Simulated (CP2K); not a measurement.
HfC under changes of volume

One of the cells (12.568 Å³/atom); the others are scaled copies at fixed shape and fractional positions:

```
CELL_PARAMETERS angstrom
3.28805 0.00000 0.00000
1.64402 2.84753 0.00000
1.64402 0.94918 2.68468
ATOMIC_POSITIONS crystal
Hf 0.50000 0.50000 0.50000
C 0.00000 0.00000 0.00000
```

```yaml
Program: CP2K 2026.2
Functional: r2SCAN
Potentials_or_basis: POTENTIAL_UZH Hf GTH-SCAN-q12, C GTH-SCAN-q4; TZVP-MOLOPT-SCAN-GTH basis
Density_cutoff: 9184 eV
k_mesh: 10 × 10 × 10
Occupations: fermi-dirac, width 0.0259 eV
Spin: no spin polarisation
```

| volume (Å³/atom) | energy over the lowest point (meV/atom) | pressure (GPa) |
| --- | --- | --- |
| 11.814 | 12.85 | 9.8 |
| 12.065 | 0.36 | 3.5 |
| 12.317 | 0.00 | -1.2 |
| 12.568 | 5.70 | -6.0 |
| 12.819 | ? | ? |
| 13.071 | 37.60 | -14.1 |
| 13.322 | 62.52 | -17.6 |

What does the run at 12.819 Å³/atom give?

Energy over the lowest point 18.46 meV/atom; pressure -10.2 GPa.

Worked out: A Birch-Murnaghan fit of order 3 (a polynomial in V^(-2/3)) to the other rows has its minimum at 12.24 Å³/atom with B0 = V·E''(V) = 263 GPa and B' = 6.4. It gives 18.78 meV/atom at 12.819 Å³/atom, against the run's 18.46, and -dE/dV = -10.4 GPa, against -10.2.

Energies are extrapolated to zero smearing.

Caveats: the basis of atomic orbitals isn't converged, which shifts pressures, moduli and gaps.
